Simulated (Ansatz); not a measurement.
**Ni under changes of volume**

One of the cells (10.492 Å³/atom); the others are scaled copies at fixed shape and fractional positions:

```
Ni
1.0
     0.00000    1.73757    1.73757
     1.73757    0.00000    1.73757
     1.73757    1.73757    0.00000
Ni
1
Direct
  0.00000 0.00000 0.00000
```

```yaml
Program: Ansatz 0.2.0
Functional: PBE0
Potentials_or_basis: Ansatz PAW
Cutoff: "420 eV (not typed: the program's choice for these potentials)"
k_mesh: 8 × 8 × 8
Occupations: fermi-dirac, width 0.05 eV
Spin: collinear spin, ferromagnetic start
Starting_moments: "[1.0] μB"
```

```csv
volume (Å³/atom),energy over the lowest point (meV/atom),pressure (GPa)
9.862,?,?
10.072,20.43,12.6
10.282,7.51,7.4
10.492,0.86,2.8
10.702,0.00,-1.3
10.912,4.13,-5.0
11.122,12.72,-8.2
```

**Question.** What does the run at 9.862 Å³/atom give?

**Answer.** Energy over the lowest point 40.90 meV/atom; pressure 18.5 GPa.

Worked out: A Birch-Murnaghan fit of order 3 (a polynomial in V^(-2/3)) to the other rows has its minimum at 10.63 Å³/atom with B0 = V·E''(V) = 202 GPa and B' = 5.0. It gives 40.59 meV/atom at 9.862 Å³/atom, against the run's 40.90, and -dE/dV = 18.3 GPa, against 18.5.

Energies are extrapolated to zero smearing.

Caveats: all runs use coarse meshes; the magnetic or orbital state may not be the lowest; the PAW data sets come from PBE, with cores solved anew for the run's functional, which leaves a small shift of forces and pressure; the thresholds are loose for stress.
